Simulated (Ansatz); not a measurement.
# Zr/BP/HfB2: conductance for both polarities, part 2 of 3

Aim: does the conductance of Zr/BP/HfB2 change when the barrier's polarity is reversed? The lower electrode is Zr hcp(0001), the upper one HfB2 AlB2(0001); the barrier is BP zinc blende(111) (whole bilayers). In the first transport cell, after relaxation, the nearest pair of electrode and barrier is Zr–P at 2.70 Å, along the normal, at the lower face and B–P at 2.99 Å, along the normal, too long for a bond, at the upper one. A gap without bonds adds to the barrier. All share a net of side 3.224 Å, which strains the lower electrode by -0.2 %, the upper one by +2.4 % and the barrier by +0.2 %, against typed lattice constants near PBE's. The first steps treat the bulk electrodes alone.

Ansatz 0.2.0; PBE DFT, plane waves, PAW files (the session's first sound run).

So far, transmission at the Fermi level (a spin, zone mean): step 5 (the open system: T(E), polarity P face on the lower …) 0.0158. Also channels of the lower lead: step 5 0.792.

### Step 6. Conductance, polarity P face on the lower electrode, gap between the electrodes 13.63 Å

The conductance needs T(E) within ten thermal energies of the Fermi level, on steps under 1.5 kT, and a finer mesh (30×30), since the current can rest on few wavevectors.

The input, input.yaml:

```yaml
crystal:
  lattice:
    - [3.224, 0.0, 0.0]
    - [-1.612, 2.7920659018, 0.0]
    - [0.0, 0.0, 77.6058850685]
  atoms:
    - { symbol: Zr, position: [0.33333333, 0.66666667, 0.090199345] }
    - { symbol: Zr, position: [0.0, 0.0, 0.1236126794] }
    - { symbol: Zr, position: [0.33333333, 0.66666667, 0.1570260137] }
    - { symbol: Zr, position: [0.0, 0.0, 0.1904393481] }
    - { symbol: Zr, position: [0.33333333, 0.66666667, 0.2238526825] }
    - { symbol: Zr, position: [0.0, 0.0, 0.2572660169] }
    - { symbol: Zr, position: [0.33333333, 0.66666667, 0.2906793513] }
    - { symbol: Zr, position: [0.0, 0.0, 0.3240926857] }
[... 30 atom lines left out ...]
    - { symbol: B, position: [0.33333333, 0.66666667, 0.8654569349] }
    - { symbol: Hf, position: [0.66666667, 0.33333333, 0.887628795] }
    - { symbol: B, position: [0.0, 0.0, 0.909800655] }
    - { symbol: B, position: [0.33333333, 0.66666667, 0.909800655] }
kpoints:
  mp_grid: { grid: [12, 12, 1] }
scf:
  occupations: { method: fermi_dirac, width: 0.1 }
  max_iter: 150
hamiltonian:
  xc: pbe
output:
  transmission:
    kmesh: [30, 30]
    e_range: [-0.26, 0.27]
    de: 0.0375
    leads: [[4, 6], [30, 33]]
```

The run is started by

```console
> ansatz run input.yaml --threads 4 --pin off --max-ram 12288MiB --backend cpu --events-out ev --progress --plain --runs-dir out
```

Elapsed: 9 min, on 4 threads of Arm Neoverse V1, shared host; peak memory 4.6 GiB; 29 min of CPU time.

This step gave:

| Quantity | Value |
| --- | --- |
| transmission at the Fermi level (a spin, zone mean) | 0.01222 |
| channels of the lower lead | 0.6733 |
| channels of the upper lead | 0.2967 |
| ballistic conductance of the lower lead | 5.93e14 S/m² |
| ballistic conductance of the upper lead | 2.51e14 S/m² |
| junction conductance | 1.42e13 S/m² |
| error estimates by source, in the log's order | 0.6, 0.2, 13.9, 148.2, 156.4 % |
| resistance-area product beyond the leads | 0.06774 Ω um² |

One spin. Transmission, zone mean against energy, zero at the Fermi level:

| energy (eV) | transmission, zone mean |
| --- | --- |
| -0.260 | 0.00877 |
| -0.223 | 0.00885 |
| -0.185 | 0.00954 |
| -0.147 | 0.0105 |
| -0.110 | 0.0126 |
| -0.072 | 0.0133 |
| -0.035 | 0.0155 |
| 0.003 | 0.0122 |
| 0.040 | 0.0177 |
| 0.077 | 0.0306 |
| 0.115 | 0.0459 |
| 0.152 | 0.0545 |
| 0.190 | 0.0427 |
| 0.228 | 0.0333 |
| 0.265 | 0.0325 |

One spin. Open channels, zone mean against energy, zero at the Fermi level:

```
energy (eV)  lower lead  upper lead
     -0.260       0.503       0.188
     -0.223        0.45       0.188
     -0.185       0.463       0.174
     -0.147       0.473       0.194
     -0.110       0.533       0.221
     -0.072       0.607       0.254
     -0.035       0.633       0.301
      0.003       0.673       0.297
      0.040       0.753       0.297
      0.077       0.833       0.297
      0.115       0.933       0.297
      0.152        1.07       0.323
      0.190        1.25       0.403
      0.228        1.31       0.417
      0.265        1.33       0.443
```

Transmission over k1 and k2. At 0.0025 eV from the Fermi level.

Ten even steps from '_' (0.000) to '@' (0.204), each cell a mean:
```
__________________________________________--______::..______
________________________________________....__________..____
__________________________________________..____________..__
..________________________________________--______________::
..________________________________________..________________
____________________________________________________________
::______________________________________________::::..__..::
__________________________**________________________________
______________________..%%@@@@%%::..________________________
______________________==@@@@%%%%@@@@________________________
________________________@@@@##==##@@**______________________
__________________________@@@@%%##@@@@::____________________
__________________________====@@@@@@@@==____________________
______________________________....%%..______________________
..............______________________________________________
....______....______________________________________________
____________________________________________________________
::..______________--________________________________________
__....____________::________________________________________
____..____________....______________________________________
________....______::..______________________________________
__________..::____--______________________::____::__________
```
Columns: k1 (b1) from -0.5 to 0.467; rows upwards: k2 (b2) from -0.5 to 0.467.

G = 1.4e13 S/m² (1/G = 0.0706 Ω µm²). The largest error estimate is 156 %, from the leads' distance from neutrality. In the worse lead the potential repeats within 69 meV, which the program flags as too much for a lead, so G carries that doubt. By hand, Landauer's formula with T at one energy: G = (e²/h) ΣT / A = 3.874e-5 S × 0.0244 / 9.002 Å² = 1.1e13 S/m², with T summed over both spins. The printed value averages T over the Fermi window and is 1.3 times this.

### Step 7. Relaxation, box 41.2 Å, polarity B face on the lower electrode

This step: PBE DFT, plane waves, PAW files (Ansatz 0.2.0).

System of this step: Zr/BP/HfB2. The cell holds 18 atoms: 4 Zr, 8 B, 4 P and 2 Hf. Its edges and angles: a = 3.224 Å, b = 3.224 Å, c = 41.179 Å, α = 90.0°, β = 90.0°, γ = 120.0°. Vacuum lies along c.

The new interface needs a relaxation of its own, since bond lengths at the faces set the dipole and the overlap. A short slab in vacuum serves: only the barrier and the layers next to it are taken over, and later cells can add or drop layers in the barrier's middle. The dipole correction removes the field that unlike faces would set up across the vacuum.

The input, input.yaml:

```yaml
crystal:
  lattice:
    - [3.224, 0.0, 0.0]
    - [-1.612, 2.7920659018, 0.0]
    - [0.0, 0.0, 41.1791854914]
  atoms:
    - { symbol: Zr, position: [0.0, 0.0, 0.1942729052] }
    - { symbol: Zr, position: [0.33333333, 0.66666667, 0.2571289639] }
    - { symbol: Zr, position: [0.0, 0.0, 0.3199850226] }
    - { symbol: Zr, position: [0.33333333, 0.66666667, 0.3828410813] }
    - { symbol: B, position: [0.33333333, 0.66666667, 0.44695114] }
    - { symbol: P, position: [0.0, 0.0, 0.4628762659] }
    - { symbol: B, position: [0.0, 0.0, 0.5106516435] }
    - { symbol: P, position: [0.66666667, 0.33333333, 0.5265767694] }
    - { symbol: B, position: [0.66666667, 0.33333333, 0.574352147] }
    - { symbol: P, position: [0.33333333, 0.66666667, 0.5902772728] }
    - { symbol: B, position: [0.33333333, 0.66666667, 0.6380526504] }
    - { symbol: P, position: [0.0, 0.0, 0.6539777763] }
    - { symbol: B, position: [0.33333333, 0.66666667, 0.6806903008] }
    - { symbol: B, position: [0.66666667, 0.33333333, 0.6806903008] }
    - { symbol: Hf, position: [0.0, 0.0, 0.7223692321] }
    - { symbol: B, position: [0.33333333, 0.66666667, 0.7640481634] }
    - { symbol: B, position: [0.66666667, 0.33333333, 0.7640481634] }
    - { symbol: Hf, position: [0.0, 0.0, 0.8057270948] }
kpoints:
  mp_grid: { grid: [8, 8, 1] }
scf:
  occupations: { method: fermi_dirac, width: 0.1 }
  max_iter: 150
hamiltonian:
  xc: pbe
efield:
  axis: 3
  dipole_correction: true
relax:
  f_tol: 0.04
  max_steps: 90
output:
  forces: true
```

The job ended after 96 s (4 threads; peak memory 1.1 GiB).

Relaxation path:

```csv
step,energy less that of the first step (eV),largest force component (eV/Å)
1,0.0000,2.9447
2,-0.5678,1.7581
3,-0.9623,1.1424
4,-1.4767,1.6281
5,-2.3131,1.7685
6,-2.6974,0.5476
7,-2.9406,0.4934
8,-3.0938,0.2183
9,-3.1391,0.1052
10,-3.1332,0.2248
11,-3.1417,0.0041
```

Relaxation step 10 was tried and not accepted.

Forces are held to the 6 operations that the run works with; a distortion that breaks them can't arise in this run.

The atoms that moved most (Å):

```csv
atom,dx,dy,dz,length
B13,0.000,0.000,0.971,0.971
B14,0.000,0.000,0.944,0.944
B17,0.000,0.000,0.903,0.903
B16,0.000,0.000,0.902,0.902
Hf15,0.000,0.000,0.873,0.873
Hf18,0.000,0.000,0.847,0.847
P6,0.000,0.000,-0.592,0.592
P12,0.000,0.000,-0.590,0.590
```

Numbers from this step:

```yaml
free_energy: -52450.3715 eV
fermi_energy: 7.634 eV
```

The largest force component on a free atom ends at 0.0041 eV/Å. At one or more of this run's solves the program warned of density in the dipole ramp over its bound, where dipole, forces and levels can be off.

### Step 8. T(E) of the junction, polarity B face on the lower electrode, gap between the electrodes 13.47 Å

This step: PBE DFT, plane waves, PAW files; ballistic transmission by layer matching between semi-infinite leads (Ansatz 0.2.0).

System of this step: Zr/BP/HfB2. The cell holds 42 atoms: 11 Zr, 20 B, 4 P and 7 Hf. Its edges and angles: a = 3.224 Å, b = 3.224 Å, c = 77.441 Å, α = 90.0°, β = 90.0°, γ = 120.0°. Regions: left electrode, 11 atoms (11 Zr); barrier, 8 atoms (4 B and 4 P); right electrode, 23 atoms (16 B and 7 Hf). Vacuum lies along c.

A wide window again for the changed junction, to set beside the first polarity.

The input, input.yaml:

```yaml
crystal:
  lattice:
    - [3.224, 0.0, 0.0]
    - [-1.612, 2.7920659018, 0.0]
    - [0.0, 0.0, 77.4411148656]
  atoms:
    - { symbol: Zr, position: [0.33333333, 0.66666667, 0.0903912607] }
    - { symbol: Zr, position: [0.0, 0.0, 0.1238756881] }
    - { symbol: Zr, position: [0.33333333, 0.66666667, 0.1573601154] }
    - { symbol: Zr, position: [0.0, 0.0, 0.1908445428] }
    - { symbol: Zr, position: [0.33333333, 0.66666667, 0.2243289702] }
    - { symbol: Zr, position: [0.0, 0.0, 0.2578133976] }
    - { symbol: Zr, position: [0.33333333, 0.66666667, 0.291297825] }
    - { symbol: Zr, position: [0.0, 0.0, 0.3247822524] }
[... 30 atom lines left out ...]
    - { symbol: B, position: [0.66666667, 0.33333333, 0.8651706698] }
    - { symbol: Hf, position: [0.0, 0.0, 0.8873897046] }
    - { symbol: B, position: [0.33333333, 0.66666667, 0.9096087393] }
    - { symbol: B, position: [0.66666667, 0.33333333, 0.9096087393] }
kpoints:
  mp_grid: { grid: [12, 12, 1] }
scf:
  occupations: { method: fermi_dirac, width: 0.1 }
  max_iter: 150
hamiltonian:
  xc: pbe
output:
  transmission:
    kmesh: [12, 12]
    e_range: [-2.5, 2.5]
    de: 0.1
    leads: [[4, 6], [30, 33]]
  dos: { projected: true, e_range: [-6, 5], de: 0.05 }
  write_potential: true
  write_density: true
  volumetric_format: npy
```

The job ended after 7 min (4 threads; peak memory 5.5 GiB; 26 min of CPU time).

This step gave:

```yaml
free_energy: -162230.8615 eV
fermi_energy: 11.76 eV
transmission_at_the_fermi_level_a_spin_zone_mean: 0.06759
channels_of_the_lower_lead: 0.7917
channels_of_the_upper_lead: 0.3542
potential_step_in_the_lower_lead: 68.3 meV
potential_step_in_the_upper_lead: 71.7 meV
```

One spin. Transmission, zone mean against energy, zero at the Fermi level:

| energy (eV) | transmission, zone mean |
| --- | --- |
| -2.50 | 0.0232 |
| -2.40 | 0.0368 |
| -2.30 | 0.0483 |
| -2.20 | 0.00978 |
| -2.10 | 0.0214 |
| -2.00 | 0.0157 |
| -1.80 | 0.00318 |
| -1.70 | 0.00412 |
| -1.60 | 0.00518 |
| -1.40 | 0.00501 |
| -1.30 | 0.00465 |
| -1.10 | 0.0353 |
| -1.00 | 0.0157 |
| -0.90 | 0.0238 |
| -0.80 | 0.0390 |
| -0.70 | 0.0248 |
| -0.60 | 0.0271 |
| -0.50 | 0.0372 |
| -0.30 | 0.0346 |
| -0.20 | 0.0592 |
| -0.10 | 0.0639 |
| 0.00 | 0.0676 |
| 0.10 | 0.0729 |
| 0.20 | 0.0406 |
| 0.30 | 0.0459 |
| 0.50 | 0.0207 |
| 0.60 | 0.0196 |
| 0.70 | 0.0263 |
| 0.90 | 0.0215 |
| 1.00 | 0.0186 |
| 1.10 | 0.0126 |
| 1.30 | 0.00715 |
| 1.40 | 0.0138 |
| 1.60 | 0.00341 |
| 1.70 | 0.00310 |
| 1.80 | 0.00271 |
| 2.00 | 0.00129 |
| 2.10 | 0.00151 |
| 2.20 | 0.00187 |
| 2.30 | 0.0853 |
| 2.40 | 0.0165 |
| 2.50 | 0.00711 |

One spin. The open channels, zone mean by energy, zero at the Fermi level:

```csv
energy (eV),lower lead,upper lead
-2.50,1.06,0.667
-2.30,0.958,0.799
-2.00,0.785,0.812
-1.80,0.660,0.812
-1.50,0.743,0.854
-1.30,0.882,0.688
-1.10,0.993,0.632
-0.80,1.60,0.632
-0.60,1.44,0.299
-0.40,0.646,0.215
-0.10,0.625,0.257
0.00,0.792,0.354
0.10,1,0.354
0.40,1.10,0.521
0.60,1.31,0.688
0.80,1.38,0.812
1.10,1.06,1.03
1.30,1.31,1.16
1.50,1.24,1.49
1.80,1.08,1.69
2.00,0.951,1.73
2.30,1.13,1.83
2.50,1.17,1.83
```

Transmission over k1 and k2. At 0.0000 eV from the Fermi level; zeros and values more than six decades under the largest are shown at that floor.

log10 of the mean of each cell; the least values stand at a floor. Values, 12 rows by 12 columns:
```
-6.1 -6.1 -6.1 -6.1 -6.1 -6.1 -6.1 -6.1 -2.9 -6.1 -6.1 -2.9
-3.6 -6.1 -6.1 -6.1 -6.1 -6.1 -6.1 -6.1 -3.6 -6.1 -6.1 -6.1
-6.1 -6.1 -6.1 -6.1 -6.1 -6.1 -6.1 -6.1 -6.1 -6.1 -6.1 -6.1
-3.6 -6.1 -6.1 -6.1 -6.1 -0.1 -6.1 -6.1 -6.1 -6.1 -3.6 -2.9
-6.1 -6.1 -6.1 -6.1 -0.1 -0.1 -0.1 -0.1 -6.1 -6.1 -6.1 -6.1
-6.1 -6.1 -6.1 -6.1 -6.1 -0.1 -0.6 -0.1 -6.1 -6.1 -6.1 -6.1
-6.1 -6.1 -6.1 -6.1 -6.1 -0.1 -0.1 -0.1 -0.1 -6.1 -6.1 -6.1
-3.6 -2.9 -3.6 -6.1 -6.1 -6.1 -6.1 -0.1 -6.1 -6.1 -6.1 -6.1
-6.1 -6.1 -6.1 -6.1 -6.1 -6.1 -6.1 -6.1 -6.1 -6.1 -6.1 -6.1
-3.6 -6.1 -6.1 -6.1 -3.6 -6.1 -6.1 -6.1 -6.1 -6.1 -6.1 -6.1
-6.1 -2.9 -6.1 -6.1 -2.9 -6.1 -6.1 -6.1 -6.1 -6.1 -6.1 -6.1
-6.1 -6.1 -3.6 -6.1 -3.6 -6.1 -6.1 -6.1 -3.6 -6.1 -3.6 -6.1
```
Columns: k1 (b1) from -0.5 to 0.417; rows upwards: k2 (b2) from -0.5 to 0.417.

Open channels of the lower lead over k1 and k2. At 0.0000 eV from the Fermi level.

Ten even steps from '_' (0.00) to '@' (2.00):
```
________________@@@@@@@@
@@______________@@@@@@@@
@@________________@@@@@@
@@______@@@@@@______@@@@
________@@@@@@@@________
________@@@@@@@@@@______
__________@@@@@@@@______
@@@@@@______@@@@@@______
@@@@@@@@________________
@@@@@@@@@@______________
__@@@@@@@@______________
____@@@@@@______@@@@@@__
```
Columns: k1 (b1) from -0.5 to 0.417; rows upwards: k2 (b2) from -0.5 to 0.417.

Open channels of the upper lead over k1 and k2. At 0.0000 eV from the Fermi level.

Ten even steps from '_' (0.00) to '@' (3.00):
```
________________--____--
--______**______--______
________________________
--__**____**____**__----
________**----**________
__________--@@--________
__________**----**______
------__**____**____**__
________________________
--______--______**______
__--____--______________
____--__--______--__--__
```
Columns: k1 (b1) from -0.5 to 0.417; rows upwards: k2 (b2) from -0.5 to 0.417.

Projected DOS an atom over height of the atomic layer and energy from the Fermi level. Layers: Zr Zr Zr Zr Zr Zr Zr Zr Zr Zr Zr B P B P B P B P B2 Hf B2 Hf B2 Hf B2 Hf B2 Hf B2 Hf B2 Hf B2; projections on atoms miss part of the total, and the computed bands can run out at the top of the range; a column is the mean of 3 neighbouring layers, the last of those left over.

Ten even steps from '_' (0.00 states/eV) to '@' (1.80 states/eV), each cell a mean:
```
==::::::........::..::__
==----::__......::..::..
++====--..__....::..::__
++====--____....::..::__
##%%%%++______..::....__
@@@@@@##______..::....__
@@%%@@##____..__..__..__
@@%%##++____..______....
**--====____--______..++
%%%%%%++____::__..__....
######++____::__..__..::
++++++==__..::..::..::--
######++....::..::..::__
******==..::::::::..----
==++++--::::::----::--::
......::::::::--====--..
__......----::::----::::
______..--::::::::::::__
______..::::..::..::..__
________::::..::..::....
________::::............
________..............::
```
Columns: height of the atomic layer (Å) from 9.59 to 70.4 (not evenly spaced); rows upwards: energy from the Fermi level (eV) from -6 to 3.4.

At the Fermi level the transmission is 0.068, as a zone mean for one spin on this coarse mesh. At the Fermi level the layers of this cell's barrier hold from 0.052 to 0.67 states an eV and atom: none is empty there, through tails of the electrodes' states or through bands of its own. In the worse lead the potential repeats within 72 meV, which the program flags as too much for a lead, so G carries that doubt.

(Part 2 of 3 ends here.)

[Logs are printed without paths, hosts, clocks, repeated set-up lines and the standing remarks that a program may print on its own settings, such as how far it seeks lower states.]

[Hosts, paths, dates, database ids (printed as entryN), source tags and the programs' standing remarks are cut or masked in the printed files.]
